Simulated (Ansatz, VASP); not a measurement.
## Zr2Ir: VASP beside Ansatz

One calculation is typed for both programs; each brings its own data sets and cutoff. How far apart do they land?

Main program and level: Ansatz 0.2.0; plane waves, with VASP 6.6.1 beside it; relaxation of cell and atoms at r2SCAN.

## Step 1: The starting structure

It takes space group I4/mcm (No. 140, tetragonal). Conventional cell: a = 6.502 Å, b = 6.502 Å, c = 5.794 Å, α = 90.00°, β = 90.00°, γ = 90.00°. Nearest to Zr lie 4 Ir at 2.81 Å. Nearest to Ir lie 8 Zr at 2.81 Å and 2 Ir at 2.90 Å. Farther neighbours are not listed.

Coordinates:

```
Zr Ir
1.0
    -3.25089    3.25089    2.89684
     3.25089   -3.25089    2.89684
     3.25089    3.25089   -2.89684
Zr Ir
4 2
Direct
  0.67397 0.17397 0.84795
  0.32603 0.82603 0.15205
  0.82603 0.67397 0.50000
  0.17397 0.32603 0.50000
  0.75000 0.75000 0.00000
  0.25000 0.25000 0.00000
```

## Step 2: VASP: relaxation of cell and atoms, r2SCAN

The relaxed volume is the usual yardstick between codes: its relative difference is about their pressure difference at one cell divided by the bulk modulus.

Lines of VASP's logs that name or quote its potential files are left out, and so is its time.

Contents of INCAR:

```
SYSTEM = Zr2Ir
PREC = Accurate
ENCUT = 520
EDIFF = 1E-06
NELM = 100
ISMEAR = -1
SIGMA = 0.05
LREAL = .FALSE.
ALGO = Normal
METAGGA = R2SCAN
LASPH = .TRUE.
NBANDS = 40
LORBIT = 11
LWAVE = .FALSE.
LCHARG = .FALSE.
KPAR = 4
IBRION = 2
NSW = 60
ISIF = 3
EDIFFG = -0.01
```

Contents of POSCAR:

```
Zr2Ir
1.0
   -3.2508875500      3.2508875500      2.8968374800
    3.2508875500     -3.2508875500      2.8968374800
    3.2508875500      3.2508875500     -2.8968374800
Zr Ir
4 2
Direct
    0.6739740600      0.1739740600      0.8479481200
    0.3260259400      0.8260259400      0.1520518800
    0.8260259400      0.6739740600      0.5000000000
    0.1739740600      0.3260259400      0.5000000000
    0.7500000000      0.7500000000      0.0000000000
    0.2500000000      0.2500000000      0.0000000000
```

Contents of KPOINTS:

```
Automatic mesh
0
Gamma
6 6 6
0 0 0
```

PAW data sets: Zr_sv and Ir (PBE family, release 64).

Started as:

```console
$ mpirun -np 4 vasp_std
```

Numbers of over 12 decimals in the logs are rounded to 6 here.

Log:

```text
[banner, memory and clock lines left out]
running    4 mpi-ranks, on    1 nodes
 distrk:  each k-point on    1 cores,    4 groups
 distr:  one band on    1 cores,    1 groups

 POSCAR found type information on POSCAR ZrIr
 POSCAR found :  2 types and       6 ions
|                                                                             |
|               ----> ADVICE to this user running VASP <----                  |
|                                                                             |
|     You enforced a specific xc type in the INCAR file but a different       |
|     [... a line on the potential file left out ...]
|     I HOPE YOU KNOW WHAT YOU ARE DOING!                                     |
|                                                                             |

 LDA part: xc-table for (None), standard interpolation
 POSCAR, INCAR and KPOINTS ok, starting setup
 FFT: planning ... GRIDC
 FFT: planning ... GRID_SOFT
 FFT: planning ... GRID
 WAVECAR not read
 entering main loop
       N       E                     dE             d eps       ncg     rms          rms(c)
DAV:   1     0.631356574855E+03    0.63136E+03   -0.34064E+04  2400   0.170E+03
DAV:   2    -0.147684255315E+03   -0.77904E+03   -0.75526E+03  2544   0.521E+02
DAV:   3    -0.222277428615E+03   -0.74593E+02   -0.71932E+02  4008   0.131E+02
DAV:   4    -0.231310273550E+03   -0.90328E+01   -0.88922E+01  3712   0.383E+01
DAV:   5    -0.232034841792E+03   -0.72457E+00   -0.72360E+00  3920   0.105E+01    0.312E+01
DAV:   6    -0.200598940112E+03    0.31436E+02   -0.25945E+01  3528   0.275E+01    0.776E+00
DAV:   7    -0.200533004530E+03    0.65936E-01   -0.59697E+00  3328   0.137E+01    0.539E+00
DAV:   8    -0.200279291585E+03    0.25371E+00   -0.13776E+00  3696   0.750E+00    0.170E+00
DAV:   9    -0.200298116374E+03   -0.18825E-01   -0.11174E-01  2976   0.206E+00    0.104E+00
DAV:  10    -0.200312857982E+03   -0.14742E-01   -0.28521E-02  3624   0.104E+00    0.256E-01
DAV:  11    -0.200314061715E+03   -0.12037E-02   -0.42664E-03  3632   0.398E-01    0.549E-02
DAV:  12    -0.200314098501E+03   -0.36786E-04   -0.55548E-04  3680   0.129E-01    0.350E-02
DAV:  13    -0.200314095176E+03    0.33246E-05   -0.47739E-05  3304   0.388E-02    0.153E-02
DAV:  14    -0.200314090903E+03    0.42730E-05   -0.69061E-06  2696   0.193E-02    0.258E-03
DAV:  15    -0.200314091871E+03   -0.96737E-06   -0.69935E-07  1848   0.530E-03
   1 F= -.20031409E+03 E0= -.20028938E+03  d E =-.200314E+03
[...]
2 F= -.20031420E+03 E0= -.20028938E+03  d E =-.109246E-03
[...]
3 F= -.20031420E+03 E0= -.20028939E+03  d E =-.111151E-03
[...]
4 F= -.20031420E+03 E0= -.20028940E+03  d E =-.111023E-03
 curvature:  -0.41 expect dE=-0.195E-04 dE for cont linesearch -0.132E-06
 trial: gam= 0.21018 g(F)=  0.264E-04 g(S)=  0.211E-04 ort = 0.777E-05 (trialstep = 0.964E+00)
 search vector abs. value=  0.590E-04
 bond charge predicted
       N       E                     dE             d eps       ncg     rms          rms(c)
DAV:   1    -0.200314262068E+03   -0.58881E-04   -0.14258E-02  2416   0.852E-01    0.103E-01
DAV:   2    -0.200314263086E+03   -0.10175E-05   -0.95588E-04  3392   0.224E-01    0.469E-02
DAV:   3    -0.200314232211E+03    0.30874E-04   -0.20371E-04  3656   0.896E-02    0.263E-02
DAV:   4    -0.200314219375E+03    0.12837E-04   -0.82783E-05  3720   0.551E-02    0.159E-02
DAV:   5    -0.200314219290E+03    0.84855E-07   -0.59105E-06  2688   0.116E-02
   5 F= -.20031422E+03 E0= -.20028932E+03  d E =-.163963E-04
 trial-energy change:   -0.000016  1 .order   -0.000024   -0.000047   -0.000001
 step:   0.9918(harm=  0.9918)  dis= 0.00045  next Energy=  -200.314227 (dE=-0.243E-04)
 reached required accuracy - stopping structural energy minimisation
```

OUTCAR, selected parts (step 2):

```text
ion  position               nearest neighbor table
   1  0.674  0.174  0.848-   6 2.81   5 2.81   5 2.81   6 2.81   2 3.20   2 3.22   2 3.22   3 3.40
                             4 3.40   3 3.40   4 3.40   3 3.68   4 3.68   4 3.68   3 3.68
   2  0.326  0.826  0.152-   5 2.81   6 2.81   6 2.81   5 2.81   1 3.20   1 3.22   1 3.22   4 3.40
                             4 3.40   3 3.40   3 3.40   3 3.68   4 3.68   3 3.68   4 3.68
   3  0.826  0.674  0.500-   6 2.81   5 2.81   5 2.81   6 2.81   4 3.20   4 3.22   4 3.22   1 3.40
                             2 3.40   1 3.40   2 3.40   1 3.68   2 3.68   1 3.68   2 3.68
   4  0.174  0.326  0.500-   5 2.81   6 2.81   6 2.81   5 2.81   3 3.20   3 3.22   3 3.22   2 3.40
                             1 3.40   2 3.40   1 3.40   1 3.68   2 3.68   2 3.68   1 3.68
   5  0.750  0.750  0.000-   2 2.81   4 2.81   1 2.81   2 2.81   3 2.81   3 2.81   1 2.81   4 2.81
                             6 2.90   6 2.90
   6  0.250  0.250  0.000-   3 2.81   2 2.81   1 2.81   2 2.81   4 2.81   4 2.81   3 2.81   1 2.81
                             5 2.90   5 2.90

  LATTYP: Found a body centered tetragonal cell.
 ALAT       =     6.5017751000
 C/A-ratio  =     0.8910912591

 Subroutine GETGRP returns: Found 16 space group operations
 (whereof  8 operations were pure point group operations)

The static configuration has the point symmetry C_4h.
 The point group associated with its full space group is D_4h.

 Found     30 irreducible k-points:

   k-points           NKPTS =     30   k-points in BZ     NKDIM =     30   number of bands    NBANDS=     40

   dimension x,y,z NGX =    40 NGY =   40 NGZ =   40
   dimension x,y,z NGXF=    80 NGYF=   80 NGZF=   80

   ENCUT  =  520.0 eV  38.22 Ry    6.18 a.u.  10.10 10.10 10.10*2*pi/ulx,y,z

   NELECT =      66.0000    total number of electrons

 k-points in reciprocal lattice and weights: Automatic mesh
   0.00000000  0.00000000  0.00000000       0.005
   0.16666667  0.00000000 -0.00000000       0.037
   0.33333333  0.00000000 -0.00000000       0.037
   0.50000000  0.00000000 -0.00000000       0.019
   0.16666667  0.16666667 -0.00000000       0.037
   0.33333333  0.16666667 -0.00000000       0.074
   0.50000000  0.16666667 -0.00000000       0.074
  -0.33333333  0.16666667  0.00000000       0.074
  -0.16666667  0.16666667  0.00000000       0.019
[...]
-0.33333333 -0.33333333  0.33333333       0.009
   0.50000000  0.50000000  0.50000000       0.005

 average (electrostatic) potential at core
       1 -79.9760       2 -79.9760       3 -79.9760       4 -79.9760       5 -54.2390
       6 -54.2390

 E-fermi :   9.0488

 k-point     1 :       0.0000    0.0000    0.0000
  band No.  band energies     occupation
    ...
     27       6.7630      2.00000
     28       7.5064      2.00000
     29       8.3292      2.00000
     30       8.3292      2.00000
     31       8.8024      1.98561
     32       9.4632      0.00050
     33       9.4632      0.00050
     34       9.5831      0.00005
     35       9.5831      0.00005
     36       9.6532      0.00001
    ...

 k-point     2 :       0.1667    0.0000   -0.0000
  band No.  band energies     occupation
    ...
     30       8.3730      2.00000
     31       8.5039      1.99996
     32       8.5324      1.99993
     33       8.7972      1.98703
     34       8.9394      1.79826
     35       9.8700      0.00000
     36       9.9100      0.00000
     37      10.0827      0.00000
     38      10.5750      0.00000
     39      11.0100      0.00000
    ...

 k-point     3 :       0.3333    0.0000   -0.0000
  band No.  band energies     occupation
    ...
     30       7.8038      2.00000
     31       8.1134      2.00000
     32       8.6804      1.99874
     33       8.9065      1.89026
     34       9.0457      1.03052
     35       9.5922      0.00004
     36      10.0113      0.00000
     37      10.3276      0.00000
     38      10.3357      0.00000
     39      11.0673      0.00000
    ...

  Total       -0.0271663     -0.0271663     -0.0275182      0.0000000     -0.0000000      0.0000000
  in kB       -0.3554931     -0.3554931     -0.3600979      0.0000000     -0.0000000      0.0000000
  external PRESSURE =      -0.3570281 kB  Pullay stress =       0.0000000 kB

  energy-cutoff  :      520.00
  volume of cell :      122.44
      direct lattice vectors                 reciprocal lattice vectors
    -3.252337624  3.252337624  2.893735896     0.000000000  0.153735577  0.172787019
     3.252337624 -3.252337624  2.893735896     0.153735577  0.000000000  0.172787019
     3.252337624  3.252337624 -2.893735896     0.153735577  0.153735577  0.000000000

 POSITION                                       TOTAL-FORCE (eV/Angst)
 -----------------------------------------------------------------------------------
      1.13102      4.38335      0.00000        -0.004252     -0.004252     -0.000000
      2.12132     -1.13102      2.89374         0.004252      0.004252      0.000000
      1.13102      2.12132      2.89374        -0.004252      0.004252     -0.000000
      2.12132      1.13102      0.00000         0.004252     -0.004252     -0.000000
      0.00000      0.00000      4.34060         0.000000     -0.000000     -0.000000
      0.00000      0.00000      1.44687         0.000000     -0.000000     -0.000000
 -----------------------------------------------------------------------------------
    total drift:                                0.000000      0.000000      0.000000

  FREE ENERGIE OF THE ION-ELECTRON SYSTEM (eV)
  ---------------------------------------------------
  free  energy   TOTEN  =      -200.3142192897 eV

  energy  without entropy=     -200.2644261073  energy(sigma->0) =     -200.28932270

 reached required accuracy - stopping structural energy minimisation

 total charge
# of ion       s       p       d       tot
------------------------------------------
    1        2.209   5.990   1.524   9.723
    2        2.209   5.990   1.524   9.723
    3        2.209   5.990   1.524   9.723
    4        2.209   5.990   1.524   9.723
    5        0.816   0.623   7.073   8.512
    6        0.816   0.623   7.073   8.512
--------------------------------------------------
tot         10.468  25.205  20.243  55.917

[... 3 further parts left out ...]
```

CONTCAR:

```
Zr2Ir
   1.00000000000000
    -3.2523376240377670    3.2523376240377670    2.8937358962557256
     3.2523376240377670   -3.2523376240377670    2.8937358962557256
     3.2523376240377670    3.2523376240377670   -2.8937358962557256
  Zr              Ir
     4     2
Direct
     0.6738774020517377    0.1738774020517377    0.8477548041034754
     0.3261225979482623    0.8261225979482623    0.1522451958965247
     0.8261225979482623    0.6738774020517377    0.5000000000000000
     0.1738774020517377    0.3261225979482623    0.5000000000000000
     0.7500000000000000    0.7500000000000000    0.0000000000000000
     0.2500000000000000    0.2500000000000000    0.0000000000000000
```

The run keeps the 16 symmetry operations of its start, so it cannot find a distortion of lower symmetry.

[end of part 1 of 2]

[Lines on the potential files, build, host, timing and source positions are cut from VASP's logs without a mark.]

[Logs are printed without paths, hosts, clocks, repeated set-up lines and the standing remarks that a program may print on its own settings, such as how far it seeks lower states.]

[Hosts, paths, dates, database ids (printed as entryN), source tags and the programs' standing remarks are cut or masked in the printed files.]
